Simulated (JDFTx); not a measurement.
The system is As.

```
As
1.0
     1.88080    1.08588    3.51406
    -1.88080    1.08588    3.51406
     0.00000   -2.17176    3.51406
As
2
Direct
  0.22600 0.22600 0.22600
  0.77400 0.77400 0.77400
```

| Property | Result |
| --- | --- |
| Program | JDFTx 1.7.0 (patched build) |
| Task | single point |
| Functional | PBEsol |
| Potentials or basis | PseudoDojo-SR-PBEsol-0.4.1-standard with smoothed tails |
| Cutoff | 1143 eV |
| Density cutoff | 9143 eV |
| k mesh | 9 × 9 × 9 |
| Occupations | fermi-dirac, width 0.05 eV |
| Spin | no spin polarisation |

On this cell: pressure 0.3 GPa; largest force 0.376 eV/Å; band gap on the k mesh none (metal or under the smearing width).

The same run follows on a disturbed copy (atoms moved at random, drawn with an rms of 0.05 Å):

```
As
1.0
     1.88080    1.08588    3.51406
    -1.88080    1.08588    3.51406
     0.00000   -2.17176    3.51406
As
2
Direct
  0.21182 0.22474 0.23282
  0.77552 0.77550 0.76813
```

**Question.** What does the disturbed cell give?

**Answer.** The energy (extrapolated to zero smearing) moves by +8.9 meV/atom; pressure 0.9 GPa; largest force 0.660 eV/Å; band gap on the k mesh none (metal or under the smearing width).

Forces in eV/Å, atoms in the order of the input:
```
As   0.125  0.282  0.583
As  -0.125 -0.282 -0.583
```

Stress tensor (GPa, compression positive):
```
 0.60 -0.22  0.62
-0.22  1.74  1.32
 0.62  1.32  0.46
```
